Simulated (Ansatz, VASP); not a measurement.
# One calculation of TiTe2, two programs

File INCAR:

```
SYSTEM = TiTe2
ALGO = Normal
EDIFF = 1E-6
ENCUT = 520
GGA = RP
ISIF = 2
ISMEAR = -1
LASPH = .TRUE.
LCHARG = .FALSE.
LREAL = .FALSE.
LWAVE = .FALSE.
NBANDS = 19
NELM = 100
PREC = Accurate
SIGMA = 0.05
```

KPOINTS

```
k-points
0
G
  5 5 3
  0 0 0
```

POSCAR

```
TiTe2
1.0
    3.7770000000      0.0000000000      0.0000000000
   -1.8885000000      3.2709779501      0.0000000000
    0.0000000000      0.0000000000      6.4980000000
Te Ti
2 1
Direct
    0.3333333333      0.6666666667      0.7372000000
    0.6666666667      0.3333333333      0.2628000000
    0.0000000000      0.0000000000      0.0000000000
```

input.yaml

```yaml
crystal:
  lattice:
    - [3.777, 0.0, 0.0]
    - [-1.8885, 3.2709779501, 0.0]
    - [0.0, 0.0, 6.498]
  atoms:
    - { symbol: Te, position: [0.3333333333, 0.6666666667, 0.7372] }
    - { symbol: Te, position: [0.6666666667, 0.3333333333, 0.2628] }
    - { symbol: Ti, position: [0.0, 0.0, 0.0] }
hamiltonian:
  xc: rpbe
  pseudopotentials: { kind: paw }
kpoints:
  mp_grid: { grid: [5, 5, 3] }
  band_path:
    path:
      - [[0.0, 0.0, 0.0], [0.5, 0.0, 0.0], [0.3333333333, 0.3333333333, 0.0], [0.0, 0.0, 0.0], [0.0, 0.0, 0.5], [0.5, 0.0, 0.5], [0.3333333333, 0.3333333333, 0.5], [0.0, 0.0, 0.5]]
      - [[0.5, 0.0, 0.5], [0.5, 0.0, 0.0]]
      - [[0.3333333333, 0.3333333333, 0.0], [0.3333333333, 0.3333333333, 0.5]]
    npoints: 14
scf:
  occupations: { method: fermi_dirac, width: 0.05 }
  n_extra_bands: 7
output:
  forces: true
  stress: true
  eigenvalues: true
  fatbands: false
```

Alike in both runs: functional RPBE; k mesh 5 × 5 × 3; occupations fermi-dirac, width 0.05 eV; no spin polarisation.

```csv
,VASP,Ansatz
version,VASP 6.6.1,Ansatz 0.2.0
potentials or method,"VASP PAW PBE potentials, release 64 (Te, Ti_sv)",Ansatz PAW
plane-wave cutoff (eV),520,420
valence electrons in the cell,24,44
task,single point,band structure
```

```tsv
	VASP	Ansatz	Ansatz less VASP
gap on the k mesh at the Fermi level (eV)	none	none	-
pressure (GPa)	2.7	2.9	+0.17
largest component of the traceless stress (GPa)	0.41	0.42	+0.014
rms of the force components (eV/Å)	0.035	0.032	-0.0034
```

Atom by atom the forces differ by 0.003 eV/Å (rms over components). A gap of «none» marks a metal or a gap that the smearing closes. With one functional, cell and mesh, what is left measures potentials, basis and numerics. The two sets of potentials don't hold the same shells in valence.

Caveats: the k mesh is coarse (spacing up to 0.38 Å⁻¹), so the values aren't converged; this functional lacks dispersion, which binds the layers, so the pressure and a relaxed spacing across them are unreliable; the PAW data sets were made with another functional, which shifts forces and pressure a little (VASP); spin-orbit coupling is left out, which moves the levels of the heavy elements (Ansatz); the PAW data sets come from PBE, with cores solved anew for the run's functional, which leaves a small shift of forces and pressure (Ansatz). The runs have no spin-orbit coupling, so splittings on Te are missing.
